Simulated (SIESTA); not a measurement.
Here is a SIESTA 5.4.2 calculation.

Contents of FeO.fdf:

```
SystemName                      Wuestite
SystemLabel                     FeO
NumberOfSpecies                 2
NumberOfAtoms                   2
%block ChemicalSpeciesLabel
  1  26 Fe
  2   8 O
%endblock ChemicalSpeciesLabel

LatticeConstant                 1.0 Ang
%block LatticeVectors
     0.0000000000     2.1554000000     2.1554000000
     2.1554000000     0.0000000000     2.1554000000
     2.1554000000     2.1554000000     0.0000000000
%endblock LatticeVectors
AtomicCoordinatesFormat         Fractional
%block AtomicCoordinatesAndAtomicSpecies
     0.0000000000     0.0000000000     0.0000000000  1  Fe
     0.5000000000     0.5000000000     0.5000000000  2  O
%endblock AtomicCoordinatesAndAtomicSpecies

%block kgrid.MonkhorstPack
    8   0   0  0.0
    0   8   0  0.0
    0   0   8  0.0
%endblock kgrid.MonkhorstPack
XC.Functional                   GGA
XC.Authors                      PBEsol
PAO.BasisSize                   DZP
PAO.EnergyShift                 0.003 Ry
Mesh.Cutoff                     800 Ry
Spin                            polarized
%block DM.InitSpin
    1   3.000
    2   0.000
%endblock DM.InitSpin
OccupationFunction              FD
ElectronicTemperature           0.05 eV
MaxSCFIterations                200
SCF.MustConverge                false
SCF.Mixer.Method                Pulay
SCF.Mixer.Weight                0.1
SCF.Mixer.History               10
SCF.DM.Tolerance                5.0e-05
SCF.H.Tolerance                 1.0e-03 eV
WriteForces                     true
Charge.Mulliken                 end
MD.TypeOfRun                    CG
MD.Steps                        40
MD.MaxForceTol                  0.02 eV/Ang
MD.MaxDispl                     0.1 Ang
WriteCoorStep                   true
AtomCoorFormatOut               Fractional
MD.VariableCell                 true
MD.MaxStressTol                 0.1 GPa
Target.Pressure                 20 GPa
%block PAO.Basis
  Fe 5
  n=3 0 2
    2.625 0.000
  n=4 0 2
    7.520 0.000
  n=3 1 2
    2.943 0.000
  n=4 1 1
    7.520
  n=3 2 2
    4.859 0.000
%endblock PAO.Basis
```

Potentials or basis: PseudoDojo 0.4 standard (PBEsol files), DZP (energy shift 0.003 Ry; two zetas on semicore shells).

Command:

```sh
$ siesta FeO.fdf > FeO.out 2>&1
```

Question: Predict the relaxed volume.

Answer: 8.86 Å³/atom.

Question: Predict the net moment.

Answer: 3.96 μB per cell.

Question: Predict the relaxed cell.

Answer: a = 2.926 Å, b = 2.926 Å, c = 2.926 Å, α = 60.02°, β = 60.02°, γ = 60.02°.

Step by step:
```csv
step,energy change (eV),largest force (eV/Å),pressure (GPa),volume (Å³)
1,0.0000,0.0000,-7.76,20.03
2,-0.0204,0.0000,-1.09,19.34
3,0.0134,0.0000,12.14,18.28
4,0.1531,0.0000,28.01,17.17
5,0.0728,0.0000,20.25,17.71
6,0.2668,0.0009,38.47,16.62
7,0.0706,0.0000,20.00,17.72
```

Caveat: short orbitals over semicore shells can move pressures by several GPa; the basis of atomic orbitals isn't converged, which shifts pressures, moduli and gaps; a cell with one magnetic atom can't hold antiferromagnetic order, which such compounds often take.
